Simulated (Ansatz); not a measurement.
**Zinc, simple cubic: HSE06 after PBE**

How do the levels change when part of the exchange is made exact, and what does it cost? Spin polarisation is left out. The geometry was relaxed under PBE beforehand and is kept. Exact exchange is dear, so the k-mesh is coarse, and PBE is run on the same mesh for comparison.

Computed with Ansatz 0.2.0 (DFT, plane waves (420 eV) with PBE-made PAW files, scalar-relativistic; functionals as named at each step, unless a step says otherwise).

## Step 1: Starting point

It takes space group Pm-3m (No. 221, cubic). Conventional cell: a = 2.629 Å, b = 2.629 Å, c = 2.629 Å, α = 90.00°, β = 90.00°, γ = 90.00°. Around Zn (site symmetry m-3m) lie 6 Zn at 2.63 Å.

Coordinates:

```
Zn
1.0
     2.62875    0.00000    0.00000
     0.00000    2.62875    0.00000
     0.00000    0.00000    2.62875
Zn
1
Direct
  0.00000 0.00000 0.00000
```

## Step 2: PBE on the coarse mesh

The run with PBE.

Input file input.yaml:

```yaml
crystal:
  lattice:
    - [2.628748004, 0.0, 0.0]
    - [0.0, 2.628748004, 0.0]
    - [0.0, 0.0, 2.628748004]
  atoms:
    - { symbol: Zn, position: [0.0, 0.0, 0.0] }
hamiltonian:
  xc: pbe
  pseudopotentials:
    kind: paw
    azcp:
      Zn: "pseudopotentials/Zn.paw.azcp"
basis:
  ecutwfc: 420
  fft_grid_basis: typed
kpoints:
  mp_grid: { grid: [6, 6, 6], shift: [0, 0, 0] }
magnetization:
  spin_polarized: false
scf:
  occupations: { method: fermi_dirac, width: 0.1 }
output:
  write_density: true
  write_potential: true
  elf: true
  volumetric_format: npy
```

Started as:

```console
> ansatz run input.yaml --threads 4 --pin off --max-ram 8192MiB --backend cpu --events-out ev --progress --plain --runs-dir out
```

## Step 3: HSE06, coarse mesh

The run with HSE06.

input.yaml: that of step 2 with these lines changed.

```diff
@@ -8,3 +8,3 @@
 hamiltonian:
-  xc: pbe
+  xc: hse06
   pseudopotentials:
@@ -22,6 +22 @@
   occupations: { method: fermi_dirac, width: 0.1 }
-output:
-  write_density: true
-  write_potential: true
-  elf: true
-  volumetric_format: npy
```

(Steps that only read results are left out.)

What does the calculation give? Wanted: PBE: gap; HSE06: gap; HSE06: relative to hcp.

**Answer**, as computed:

```
                         quantity                         value
                         PBE: gap  none (levels filled in part)
                       HSE06: gap  none (levels filled in part)
HSE06: SCF cycles, exchange loops                         18, 2
 HSE06: CPU time over that of PBE                            13
           HSE06: relative to hcp                 +307 meV/atom
```

In words: Both PBE and HSE06 leave levels filled in part. The hybrid took 13 times as much CPU time as PBE on the same settings. HSE06 needed 2 outer loops of the exchange operator. To compare with dense-mesh energies, the change of PBE from this mesh and smearing to its dense run (+28.3 meV/atom, from a run not shown) is added. Under HSE06 it lies 307 meV/atom above hcp (computed apart in the same way); on such meshes a few tens of meV are uncertain for metals. Absolute energies differ from functional to functional, by eV per atom at times, and say nothing by themselves.
